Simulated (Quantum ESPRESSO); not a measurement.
Sb under changes of volume

One of the cells (26.654 Å³/atom); the others are scaled copies at fixed shape and fractional positions:

```
Sb
1.0
     3.35453    0.00000    0.00000
    -1.67727    2.90511    0.00000
     0.00000    0.00000    5.47016
Sb
2
Direct
  0.66667 0.33333 0.75000
  0.33333 0.66667 0.25000
```

This isn't the form of Sb at room conditions, which is rhombohedral.

```yaml
Program: Quantum ESPRESSO 7.5
Functional: r2SCAN
Potentials_or_basis: SG15 PBE 1.2
Cutoff: 952 eV
Density_cutoff: 3810 eV
k_mesh: 6 × 6 × 3
Occupations: fermi-dirac, width 0.05 eV
Spin: no spin polarisation
```

| volume (Å³/atom) | energy over the lowest point (meV/atom) | pressure (GPa) |
| --- | --- | --- |
| 25.055 | 14.52 | 3.9 |
| 25.588 | 4.50 | 2.1 |
| 26.121 | 0.00 | 0.6 |
| 26.654 | 0.42 | -0.8 |
| 27.187 | 5.23 | -2.0 |
| 27.720 | ? | ? |
| 28.253 | 25.93 | -4.1 |

Q: What does the run at 27.720 Å³/atom give?

A: Energy over the lowest point 13.89 meV/atom; pressure -3.1 GPa.

Worked out: A Birch-Murnaghan fit of order 3 (a polynomial in V^(-2/3)) to the other rows has its minimum at 26.34 Å³/atom with B0 = V·E''(V) = 69 GPa and B' = 5.0 at fixed shape and positions, which overstates the stiffness. It gives 13.87 meV/atom at 27.720 Å³/atom, against the run's 13.89, and -dE/dV = -3.1 GPa, against -3.1.

Energies are extrapolated to zero smearing.

Caveats: all runs use coarse meshes; the potentials were made for another functional, which shifts forces and pressure.
